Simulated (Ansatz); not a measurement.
Runs of Ansatz 0.2.0 on PtS2. It takes space group P-3m1 (No. 164, trigonal). Conventional cell: a = 3.543 Å, b = 3.543 Å, c = 5.039 Å, α = 90.00°, β = 90.00°, γ = 120.00°. Pt (site symmetry -3m) has 6 S at 2.34 Å as nearest neighbours. Around S (site symmetry 3m) lie 3 Pt at 2.34 Å. 

| level | U | hubbard projectors | double counting | gap on the mesh (eV) | pressure (GPa) | largest force (eV/Å) |
| --- | --- | --- | --- | --- | --- | --- |
| PBEsol | - | - | - | 0.95 | 6.4 | (b) |
| PBEsol+U | Pt d U = 6 eV | ortho-atomic (the default) | fll (the default) | 0.82 | 7.2 | (d) |
| PBEsol+U | Pt d U = 1 eV | ortho-atomic (the default) | fll (the default) | 0.95 | (a) | 0.98 |
| PBEsol+U | Pt d U = 4 eV | ortho-atomic (the default) | fll (the default) | 0.88 | 6.9 | 1.06 |
| PBEsol+U | Pt d U = 3 eV | ortho-atomic (the default) | fll (the default) | 0.91 | 6.8 | 1.03 |
| PBEsol+U | Pt d U = 2 eV | ortho-atomic (the default) | fll (the default) | 0.94 | 6.6 | 1.00 |
| PBEsol+U | Pt d U = 5 eV | ortho-atomic (the default) | fll (the default) | 0.85 | (c) | 1.08 |
| PBEsol+U | Pt d U = 8 eV | ortho-atomic (the default) | fll (the default) | 0.75 | 7.6 | 1.15 |

Alike in all rows: task projected density of states; potentials or basis Ansatz PAW; no spin polarisation; cell as given; k mesh 9 × 9 × 5; cutoff (eV) 420; smearing fermi-dirac 0.05 eV.

**Question.** Estimate the missing entries.

**Answer.** (a) 6.5; (b) 0.95; (c) 7.1; (d) 1.10.

Caveats: odd divisions of the mesh miss points on the zone boundary, where band edges often lie, so the gap on the mesh can be too wide; spin-orbit coupling is left out, which moves the levels of the heavy elements; the PAW data sets come from PBE, with cores solved anew for the run's functional, which leaves a small shift of forces and pressure; forces of over 1 eV/Å show positions far from the minimum, so gaps and moduli don't describe the material at rest (some runs).

A k mesh can miss the band edges, and the runs leave out spin-orbit coupling on Pt.
